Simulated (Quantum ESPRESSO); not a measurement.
**E(q) of CoO from supercells**

This program has no spiral boundary conditions, so spirals of CoO are built in supercells. What do they cost, in energy and in time?

Method: PBE; plane waves with GBRV 1.5 PBE potentials, no spin-orbit coupling, flat spiral in a supercell, in Quantum ESPRESSO 7.5.

## Step 1: The structure

It takes space group I4/mmm (No. 139, tetragonal). The conventional cell has a = 3.016 Å, b = 3.016 Å, c = 4.214 Å, α = 90.00°, β = 90.00°, γ = 90.00°. Co has 6 O at 2.11 to 2.13 Å nearest. O has 6 Co at 2.11 to 2.13 Å nearest. Farther neighbours and most contacts between anions are not listed.

The cell comes from the Crystallography Open Database.

## Step 2: Parallel moments, one cell

Contents of pw.in:

```
&CONTROL
  calculation = 'scf'
  prefix = 'pwscf'
  outdir = './tmp'
  pseudo_dir = './pseudo'
  disk_io = 'nowf'
/
&SYSTEM
  ibrav = 0
  nat = 2
  ntyp = 2
  ecutwfc = 34
  ecutrho = 238
  nbnd = 36
  occupations = 'smearing'
  smearing = 'fd'
  degauss = 0.00999582
  noncolin = .true.
  starting_magnetization(1) = 0.1765
  angle1(1) = 90
  angle2(1) = 0
  starting_magnetization(2) = 0
/
&ELECTRONS
  conv_thr = 2d-08
  electron_maxstep = 150
  mixing_beta = 0.3
/
ATOMIC_SPECIES
Co     58.9332 co_pbe_v1.2.uspp.F.UPF
O      15.9990 o_pbe_v1.2.uspp.F.UPF
CELL_PARAMETERS angstrom
  -1.5080000000    1.5080000000    2.1072475377
   1.5080000000   -1.5080000000    2.1072475377
   1.5080000000    1.5080000000   -2.1072475377
ATOMIC_POSITIONS crystal
Co      0.0000000000    0.0000000000    0.0000000000
O       0.5000000000    0.5000000000    0.0000000000
K_POINTS automatic
6 6 12 0 0 0
```

Launch:

```sh
$ OMP_NUM_THREADS=1 mpirun -n 4 pw.x -nk 4 -in pw.in > pw.out
```

Output:

```text
Program PWSCF v.7.5 starts

     Fixed quantization axis for GGA:     1.000000    0.000000    0.000000
     Message from routine setup:
     using ibrav=0 with symmetry is DISCOURAGED, use correct ibrav instead

     K-points division:     npool     =       4
     Subspace diagonalization in iterative solution of the eigenvalue problem:

     G-vector sticks info
     --------------------
     sticks:   dense  smooth     PW     G-vecs:    dense   smooth      PW
     Sum         601     349    145                 7951     3479     941

     Using Slab Decomposition

     bravais-lattice index     =            0
     lattice parameter (alat)  =       5.6656  a.u.
     unit-cell volume          =     129.3525 (a.u.)^3
     number of atoms/cell      =            2
     number of atomic types    =            2
     number of electrons       =        23.00
     number of Kohn-Sham states=           36
     kinetic-energy cutoff     =      34.0000  Ry
     charge density cutoff     =     238.0000  Ry
     scf convergence threshold =      2.0E-08
     mixing beta               =       0.3000
     number of iterations used =            8  plain     mixing
     Exchange-correlation= SLA  PW   PBE  PBE
                           (   1   4   3   4   0   0   0)
     Noncollinear calculation without spin-orbit

     celldm(1)=   5.665593  celldm(2)=   0.000000  celldm(3)=   0.000000
     celldm(4)=   0.000000  celldm(5)=   0.000000  celldm(6)=   0.000000

     crystal axes: (cart. coord. in units of alat)
               a(1) = (  -0.502985   0.502985   0.702860 )
               a(2) = (   0.502985  -0.502985   0.702860 )
               a(3) = (   0.502985   0.502985  -0.702860 )

     reciprocal axes: (cart. coord. in units 2 pi/alat)
               b(1) = (  0.000000  0.994066  0.711379 )
               b(2) = (  0.994066  0.000000  0.711379 )
               b(3) = (  0.994066  0.994066  0.000000 )

     PseudoPot. # 1 for Co read from file:
     co_pbe_v1.2.uspp.F.UPF
     Pseudo is Ultrasoft + core correction, Zval = 17.0
     Generated by new atomic code, or converted to UPF format
     Using radial grid of  863 points,  6 beta functions with:
                l(1) =   0
                l(2) =   0
                l(3) =   1
                l(4) =   1
                l(5) =   2
                l(6) =   2
     Q(r) pseudized with  8 coefficients,  rinner =    1.200   1.200   1.200
                                                       1.200   1.200

     PseudoPot. # 2 for O  read from file:
     o_pbe_v1.2.uspp.F.UPF
     Pseudo is Ultrasoft + core correction, Zval =  6.0
     Generated by new atomic code, or converted to UPF format
     Using radial grid of  737 points,  5 beta functions with:
                l(1) =   0
                l(2) =   0
                l(3) =   1
                l(4) =   1
                l(5) =   2
     Q(r) pseudized with  8 coefficients,  rinner =    0.900   0.900   0.900
                                                       0.900   0.900

     atomic species   valence    mass     pseudopotential
     Co               17.00    58.93320     Co( 1.00)
     O                 6.00    15.99900     O ( 1.00)

      8 Sym. Ops., with inversion, found

   Cartesian axes

     site n.     atom                  positions (alat units)
         1        Co     tau(   1) = (   0.0000000   0.0000000   0.0000000  )
         2        O      tau(   2) = (   0.0000000   0.0000000   0.7028603  )

     number of k points=   109  Fermi-Dirac smearing, width (Ry)=  0.0100

     Number of k-points >= 100: set verbosity='high' to print them.

     Dense  grid:     7951 G-vectors     FFT dimensions: (  27,  27,  27)

     Smooth grid:     3479 G-vectors     FFT dimensions: (  24,  24,  24)

     Check: negative core charge=   -0.000023
     Generating pointlists ...
     new r_m :   0.2899 (alat units)  1.6426 (a.u.) for type    1
     new r_m :   0.2899 (alat units)  1.6426 (a.u.) for type    2

     Initial potential from superposition of free atoms

     starting charge      22.0000, renormalised to      23.0000

 ==============================================================================
     atom number    1 relative position :    0.0000   0.0000   0.0000
     charge :    15.134465  (integrated on a sphere of radius 0.290)
     magnetization :          2.654213    0.000000    0.000000
     magnetization/charge:    0.175375    0.000000    0.000000
     polar coord.: r, theta, phi [deg] :     2.654213   90.000000    0.000000

 ==============================================================================

 ==============================================================================
     atom number    2 relative position :    0.0000   0.0000   0.7029
     charge :     5.472927  (integrated on a sphere of radius 0.290)
     magnetization :          0.038125    0.000000    0.000000
     magnetization/charge:    0.006966    0.000000    0.000000
     polar coord.: r, theta, phi [deg] :     0.038125   90.000000    0.000000

 ==============================================================================
     Starting wfcs are   34 randomized atomic wfcs +    2 random wfcs

     Self-consistent Calculation

     iteration #  1     ecut=    34.00 Ry     beta= 0.30
     Davidson diagonalization with overlap
     ethr =  1.00E-02,  avg # of iterations =  4.2

     total energy              =    -328.56726106 Ry
     estimated scf accuracy    <       6.84244027 Ry

     total magnetization       =     3.06    -0.00     0.00 Bohr mag/cell
     absolute magnetization    =     3.11 Bohr mag/cell

     iteration #  2     ecut=    34.00 Ry     beta= 0.30
     Davidson diagonalization with overlap
     ethr =  1.00E-02,  avg # of iterations =  2.1

     total energy              =    -329.60477505 Ry
     estimated scf accuracy    <       8.00157029 Ry

     total magnetization       =     0.34     0.00    -0.00 Bohr mag/cell
     absolute magnetization    =     0.40 Bohr mag/cell

     iteration #  3     ecut=    34.00 Ry     beta= 0.30
     Davidson diagonalization with overlap
     ethr =  1.00E-02,  avg # of iterations =  2.0

     total energy              =    -330.70856966 Ry
     estimated scf accuracy    <       0.20792197 Ry

     total magnetization       =     2.99    -0.00     0.00 Bohr mag/cell
     absolute magnetization    =     3.00 Bohr mag/cell

     [... further iterations left out ...]

     iteration # 11     ecut=    34.00 Ry     beta= 0.30
     Davidson diagonalization with overlap
     ethr =  8.77E-08,  avg # of iterations =  1.0

     total energy              =    -330.71740364 Ry
     estimated scf accuracy    <       0.00000078 Ry

     total magnetization       =     2.89     0.00    -0.00 Bohr mag/cell
     absolute magnetization    =     2.91 Bohr mag/cell

     iteration # 12     ecut=    34.00 Ry     beta= 0.30
     Davidson diagonalization with overlap
     ethr =  3.38E-09,  avg # of iterations =  1.9

     total energy              =    -330.71740392 Ry
     estimated scf accuracy    <       0.00000003 Ry

     total magnetization       =     2.89     0.00    -0.00 Bohr mag/cell
     absolute magnetization    =     2.91 Bohr mag/cell

     iteration # 13     ecut=    34.00 Ry     beta= 0.30
     Davidson diagonalization with overlap
     ethr =  1.28E-10,  avg # of iterations =  2.0

     total energy              =    -330.71740402 Ry
     estimated scf accuracy    <       0.00000008 Ry

     total magnetization       =     2.89     0.00    -0.00 Bohr mag/cell
     absolute magnetization    =     2.91 Bohr mag/cell

     iteration # 14     ecut=    34.00 Ry     beta= 0.30
     Davidson diagonalization with overlap
     ethr =  1.28E-10,  avg # of iterations =  2.0

 ==============================================================================
     atom number    1 relative position :    0.0000   0.0000   0.0000
     charge :    14.573323  (integrated on a sphere of radius 0.290)
     magnetization :          2.466696    0.000000   -0.000000
     magnetization/charge:    0.169261    0.000000   -0.000000
     polar coord.: r, theta, phi [deg] :     2.466696   90.000000    0.000000

 ==============================================================================

 ==============================================================================
     atom number    2 relative position :    0.0000   0.0000   0.7029
     charge :     5.716668  (integrated on a sphere of radius 0.290)
     magnetization :          0.309591    0.000000   -0.000000
     magnetization/charge:    0.054156    0.000000   -0.000000
     polar coord.: r, theta, phi [deg] :     0.309591   90.000000    0.000000

 ==============================================================================

     End of self-consistent calculation

     Number of k-points >= 100: set verbosity='high' to print the bands.

     the Fermi energy is    14.0454 ev

!    total energy              =    -330.71740410 Ry
     estimated scf accuracy    <          9.4E-10 Ry
     smearing contrib. (-TS)   =      -0.01344286 Ry
     internal energy E=F+TS    =    -330.70396124 Ry

     The total energy is F=E-TS. E is the sum of the following terms:
     one-electron contribution =    -181.85184871 Ry
     hartree contribution      =     104.45872622 Ry
     xc contribution           =     -40.01840275 Ry
     ewald contribution        =    -213.29243599 Ry

     total magnetization       =     2.89     0.00    -0.00 Bohr mag/cell
     absolute magnetization    =     2.91 Bohr mag/cell

     convergence has been achieved in  14 iterations

=------------------------------------------------------------------------------=
   JOB DONE.
=------------------------------------------------------------------------------=
```

Wall time 21 s (4 MPI ranks of Arm Neoverse V2, shared host); peak memory 0.29 GiB.

Spin moment in the atom's sphere by atom:

```csv
atom,x (μB),y (μB),z (μB),size
Co1,2.47,0.00,0.00,2.47
O2,0.31,0.00,0.00,0.31
```

Read from the output:

| Property | Result |
| --- | --- |
| smearing term TS | 0.1829 eV |
| magnetization | 2.886, 0, 0 μB |
| absolute magnetization | 2.907 μB |
| final state | ferromagnetic |

## Step 3: One turn in 2 cells along the input cell's c

Neighbouring cells are turned by 180° in the xy plane; the cell holds 4 atoms.

Contents of pw.in:

```
&CONTROL
  calculation = 'scf'
  prefix = 'pwscf'
  outdir = './tmp'
  pseudo_dir = './pseudo'
  disk_io = 'nowf'
/
&SYSTEM
  ibrav = 0
  nat = 4
  ntyp = 4
  ecutwfc = 34
  ecutrho = 238
  nbnd = 64
  occupations = 'smearing'
  smearing = 'fd'
  degauss = 0.00999582
  noncolin = .true.
  starting_magnetization(1) = 0.1765
  angle1(1) = 90
  angle2(1) = 0
  starting_magnetization(2) = 0.1765
  angle1(2) = 90
  angle2(2) = 180
  starting_magnetization(3) = 0
  starting_magnetization(4) = 0
/
&ELECTRONS
  conv_thr = 4d-08
  electron_maxstep = 150
  mixing_beta = 0.3
/
ATOMIC_SPECIES
Co1    58.9332 co_pbe_v1.2.uspp.F.UPF
Co2    58.9332 co_pbe_v1.2.uspp.F.UPF
O1     15.9990 o_pbe_v1.2.uspp.F.UPF
O2     15.9990 o_pbe_v1.2.uspp.F.UPF
CELL_PARAMETERS angstrom
  -1.5080000000    1.5080000000    2.1072475377
   1.5080000000   -1.5080000000    2.1072475377
   3.0160000000    3.0160000000   -4.2144950754
ATOMIC_POSITIONS crystal
Co1     0.0000000000    0.0000000000    0.0000000000
Co2     0.0000000000    0.0000000000    0.5000000000
O1      0.5000000000    0.5000000000    0.0000000000
O2      0.5000000000    0.5000000000    0.5000000000
K_POINTS automatic
6 6 6 0 0 0
```

Output:

```text
     [... lines left out ...]
Program PWSCF v.7.5 starts
     [... lines left out ...]
     number of atoms/cell      =            4
     [... lines left out ...]
     number of electrons       =        46.00
     number of Kohn-Sham states=           64
     kinetic-energy cutoff     =      34.0000  Ry
     charge density cutoff     =     238.0000  Ry
     scf convergence threshold =      4.0E-08
     [... lines left out ...]
     Noncollinear calculation without spin-orbit
     [... lines left out ...]
      4 Sym. Ops., with inversion, found
     [... lines left out ...]
     number of k points=    68  Fermi-Dirac smearing, width (Ry)=  0.0100
     [... lines left out ...]
     iteration # 14     ecut=    34.00 Ry     beta= 0.30
     [... lines left out ...]
     atom number    1 relative position :    0.0000   0.0000   0.0000
     [... lines left out ...]
     magnetization :          2.308579    0.000110   -0.000000
     [... lines left out ...]
     atom number    2 relative position :    0.5030   0.5030  -0.7029
     [... lines left out ...]
     magnetization :         -2.308653    0.000098    0.000000
     [... lines left out ...]
     atom number    3 relative position :    0.0000   0.0000   0.7029
     [... lines left out ...]
     magnetization :          0.098549    0.000015    0.000000
     [... lines left out ...]
     atom number    4 relative position :    0.5030   0.5030   0.0000
     [... lines left out ...]
     magnetization :         -0.098569    0.000019   -0.000000
     [... lines left out ...]
     the Fermi energy is    14.0065 ev
!    total energy              =    -661.42370188 Ry
     estimated scf accuracy    <       0.00000002 Ry
     smearing contrib. (-TS)   =      -0.02877675 Ry
     [... lines left out ...]
     total magnetization       =    -0.00     0.00    -0.00 Bohr mag/cell
     absolute magnetization    =     5.07 Bohr mag/cell
     convergence has been achieved in  14 iterations
```

The job ended after 50 s (4 MPI ranks; peak memory 0.46 GiB).

Spin moment in the atom's sphere by atom:

```csv
atom,x (μB),y (μB),z (μB),size
Co1,2.31,0.00,0.00,2.31
Co2,-2.31,0.00,0.00,2.31
O3,0.10,0.00,0.00,0.10
O4,-0.10,0.00,0.00,0.10
```

This step gave:

```
smearing term TS       : 0.3915 eV
magnetization          : 0, 0, 0 μB
absolute magnetization : 5.071 μB
final state            : antiferromagnetic
```

## Step 4: One turn in 3 cells along the input cell's c

Neighbouring cells are turned by 120° in the xy plane; the cell holds 6 atoms.

Contents of pw.in:

```
&CONTROL
  calculation = 'scf'
  prefix = 'pwscf'
  outdir = './tmp'
  pseudo_dir = './pseudo'
  disk_io = 'nowf'
/
&SYSTEM
  ibrav = 0
  nat = 6
  ntyp = 6
  ecutwfc = 34
  ecutrho = 238
  nbnd = 90
  occupations = 'smearing'
  smearing = 'fd'
  degauss = 0.00999582
  noncolin = .true.
  starting_magnetization(1) = 0.1765
  angle1(1) = 90
  angle2(1) = 0
  starting_magnetization(2) = 0.1765
  angle1(2) = 90
  angle2(2) = 120
  starting_magnetization(3) = 0.1765
  angle1(3) = 90
  angle2(3) = -120
  starting_magnetization(4) = 0
  starting_magnetization(5) = 0
  starting_magnetization(6) = 0
/
&ELECTRONS
  conv_thr = 6d-08
  electron_maxstep = 150
  mixing_beta = 0.3
/
ATOMIC_SPECIES
Co1    58.9332 co_pbe_v1.2.uspp.F.UPF
Co2    58.9332 co_pbe_v1.2.uspp.F.UPF
Co3    58.9332 co_pbe_v1.2.uspp.F.UPF
O1     15.9990 o_pbe_v1.2.uspp.F.UPF
O2     15.9990 o_pbe_v1.2.uspp.F.UPF
O3     15.9990 o_pbe_v1.2.uspp.F.UPF
CELL_PARAMETERS angstrom
  -1.5080000000    1.5080000000    2.1072475377
   1.5080000000   -1.5080000000    2.1072475377
   4.5240000000    4.5240000000   -6.3217426131
ATOMIC_POSITIONS crystal
Co1     0.0000000000    0.0000000000    0.0000000000
Co2     0.0000000000    0.0000000000    0.3333333333
Co3     0.0000000000    0.0000000000    0.6666666667
O1      0.5000000000    0.5000000000    0.0000000000
O2      0.5000000000    0.5000000000    0.3333333333
O3      0.5000000000    0.5000000000    0.6666666667
K_POINTS automatic
6 6 4 0 0 0
```

Output:

```text
     [... lines left out ...]
Program PWSCF v.7.5 starts
     [... lines left out ...]
     number of atoms/cell      =            6
     [... lines left out ...]
     number of electrons       =        69.00
     number of Kohn-Sham states=           90
     kinetic-energy cutoff     =      34.0000  Ry
     charge density cutoff     =     238.0000  Ry
     scf convergence threshold =      6.0E-08
     [... lines left out ...]
     Noncollinear calculation without spin-orbit
     [... lines left out ...]
      2 Sym. Ops. (no inversion) found
     [... lines left out ...]
     number of k points=    78  Fermi-Dirac smearing, width (Ry)=  0.0100
     [... lines left out ...]
     iteration # 16     ecut=    34.00 Ry     beta= 0.30
     [... lines left out ...]
     atom number    1 relative position :    0.0000   0.0000   0.0000
     [... lines left out ...]
     magnetization :          2.377528    0.000217    0.000000
     [... lines left out ...]
     atom number    2 relative position :    0.5030   0.5030  -0.7029
     [... lines left out ...]
     magnetization :         -1.188553    2.059118    0.000000
     [... lines left out ...]
     atom number    3 relative position :    1.0060   1.0060  -1.4057
     [... lines left out ...]
     magnetization :         -1.188687   -2.058893    0.000000
     [... lines left out ...]
     atom number    4 relative position :    0.0000   0.0000   0.7029
     [... lines left out ...]
     magnetization :          0.140293    0.000017    0.000000
     [... lines left out ...]
     atom number    5 relative position :    0.5030   0.5030   0.0000
     [... lines left out ...]
     magnetization :         -0.070127    0.121502    0.000000
     [... lines left out ...]
     atom number    6 relative position :    1.0060   1.0060  -0.7029
     [... lines left out ...]
     magnetization :         -0.070132   -0.121476    0.000000
     [... lines left out ...]
     the Fermi energy is    14.0148 ev
!    total energy              =    -992.15030768 Ry
     estimated scf accuracy    <       0.00000004 Ry
     smearing contrib. (-TS)   =      -0.04110807 Ry
     [... lines left out ...]
     total magnetization       =     0.00     0.00     0.00 Bohr mag/cell
     absolute magnetization    =     7.95 Bohr mag/cell
     convergence has been achieved in  16 iterations
```

Run time: 2.4 min. Hardware: 4 MPI ranks; peak memory 0.7 GiB.

Spin moment in the atom's sphere by atom:

```csv
atom,x (μB),y (μB),z (μB),size
Co1,2.38,0.00,0.00,2.38
Co2,-1.19,2.06,0.00,2.38
Co3,-1.19,-2.06,0.00,2.38
O4,0.14,0.00,0.00,0.14
O5,-0.07,0.12,0.00,0.14
O6,-0.07,-0.12,0.00,0.14
```

Numbers from this step:

```
smearing term TS       : 0.5593 eV
magnetization          : 0, 0.001, 0 μB
absolute magnetization : 7.952 μB
final state            : non-collinear
```

(Continued in part 2 of 2.)

[Logs and program files are shortened in this print: banners, set-up blocks, solver, clock and traceback lines can be left out without a mark of their own.]

[Logs are printed without paths, hosts, clocks, repeated set-up lines and the standing remarks that a program may print on its own settings, such as how far it seeks lower states.]

[Hosts, paths, dates, database ids (printed as entryN), source tags and the programs' standing remarks are cut or masked in the printed files.]

[Where a cell is said to come from a database of computed structures, the database is the Materials Project.]
